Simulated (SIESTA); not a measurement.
Runs of SIESTA 5.4.2 on WS2 (Tungstenite). It takes space group R3m (No. 160, trigonal). The conventional cell has a = 3.158 Å, b = 3.158 Å, c = 18.490 Å, α = 90.00°, β = 90.00°, γ = 120.00°. W (site symmetry 3m) has 6 S at 2.39 to 2.42 Å as nearest neighbours. S (site symmetry 3m) is surrounded by 3 W at 2.42 Å. S (site symmetry 3m) has 3 W at 2.39 Å as nearest neighbours. Measurements of this composition are mostly on another form, of space group No. 194.

```tsv
task	level	potentials or basis	cell	k mesh	broadening (eV)	window to (eV)	polarisation	direction	optical mesh offset	grid cutoff	energy shift	other keys	gap on the mesh (eV)	pressure (GPa)	largest force (eV/Å)
single point	PBE	PseudoDojo 0.4 standard (PBE files), DZP (energy shift 0.002 Ry)	atoms moved at random, drawn with an rms of 0.05 Å	10 × 10 × 10	-	-	-	-	-	800 Ry	0.002 Ry	-	1.05	4.5	1.77
optical spectrum	PBEGcGxLO	PseudoDojo 0.4 standard (PBE files), TZP (energy shift 0.005 Ry)	atoms moved at random, drawn with an rms of 0.15 Å	10 × 10 × 5	0.3 eV	30 eV	unpolarized	0.0 0.0 1.0	true	800 Ry	0.005 Ry	-	0.14	6.8	8.17
single point	PBE	PseudoDojo 0.4 standard (PBE files), DZP (energy shift 0.002 Ry)	as given	10 × 10 × 10	-	-	-	-	-	800 Ry	0.002 Ry	-	(a)	7.7	(b)
band structure	PBEGcGxHEG	PseudoDojo 0.4 standard (PBE files), DZP (energy shift 0.002 Ry)	volume scaled by 0.96	10 × 10 × 10, shifted	-	-	-	-	-	400 Ry	0.002 Ry	kshift = 0.5; mesh = 400	1.08	8.6	1.58
```

Alike in all rows: no spin polarisation; smearing fermi-dirac 0.05 eV.

Fill in the values left out.

(a) 1.15; (b) 1.01.

Caveats: semicore shells carry a single zeta, which can move pressures by several GPa and volumes by a few percent; spin-orbit coupling is left out, which moves the levels of the heavy elements; the basis of atomic orbitals isn't converged, which shifts pressures, moduli and gaps; the potentials were made for another functional, which shifts forces and pressure (some runs); the basis holds too few empty states to meet the f-sum rule, so the spectrum is short of weight at high energy (some runs); spectra need much finer meshes, so this one isn't converged (some runs); independent-particle spectra lack excitons (some runs).

A k mesh can miss the band edges, and the runs leave out spin-orbit coupling on W.
